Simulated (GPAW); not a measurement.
The system is RbCl.

```
Rb Cl
1.0
     0.00000    3.27400    3.27400
     3.27400    0.00000    3.27400
     3.27400    3.27400    0.00000
Rb Cl
1 1
Direct
  0.00000 0.00000 0.00000
  0.50000 0.50000 0.50000
```

Base run:

* Program: GPAW 26.7.0
* Functional: PBE
* Potentials or basis: GPAW PAW data sets (gpaw-data 1.2.1)
* Cutoff: 600 eV
* Basis: pw
* k mesh: 7 × 7 × 7
* Occupations: gaussian, width 0.1 eV
* Spin: no spin polarisation

Its results: band gap on the k mesh 5.05 eV, direct; pressure 1.1 GPa.

Task: The run is repeated on the same cell with these changes: functional from PBE to RPBE; potentials or basis from GPAW PAW data sets (gpaw-data 1.2.1) to the program's PAW data sets (release 1.2.1) made for this functional. What comes out?

Result: Band gap on the k mesh 5.40 eV, direct; pressure 2.6 GPa.

Caveats: an odd mesh through Γ misses points on the zone boundary, where band edges often lie.
